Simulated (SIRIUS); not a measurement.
Si:

```xyz
2
Lattice="-2.3714 2.3714 1.3293 2.3714 -2.3714 1.3293 2.3714 2.3714 -1.3293" Properties=species:S:1:pos:R:3 pbc="T T T"
Si    0.0000    0.0000    1.3293
Si    2.3714    0.0000    0.6646
```

This isn't the form of Si at room conditions, which is diamond.

```yaml
Program: SIRIUS 7.10.0
Task: relaxation of cell and atoms
Functional: PBE
Potentials_or_basis: PseudoDojo 0.4.1 PBE standard (scalar relativistic)
Cutoff: 490 eV
Density_cutoff: 1959 eV
k_mesh: 9 × 9 × 9
Occupations: fermi-dirac, width 0.05 eV
Spin: no spin polarisation
```

At the start: pressure 3.2 GPa; volume 14.95 Å³/atom.

Question: Where does the relaxation end?

Answer: Over 3 steps the energy falls by 4.2 meV/atom and the volume is 15.35 Å³/atom (+2.7 %); space group I4_1/amd (No. 141, to 0.05 Å).

The path:
| step | energy change (eV) | largest force (eV/Å) | pressure (GPa) | volume (Å³) |
| --- | --- | --- | --- | --- |
| 1 | 0.0000 | 0.0000 | 3.23 | 29.90 |
| 2 | -0.0035 | 0.0000 | 2.43 | 30.09 |
| 3 | -0.0083 | 0.0000 | 0.09 | 30.70 |

Final structure:
```
Si
1.0
    -2.39387    2.39387    1.33929
     2.39387   -2.39387    1.33929
     2.39387    2.39387   -1.33929
Si
2
Direct
  0.50000 0.50000 0.00000
  0.25000 0.75000 0.50000
```
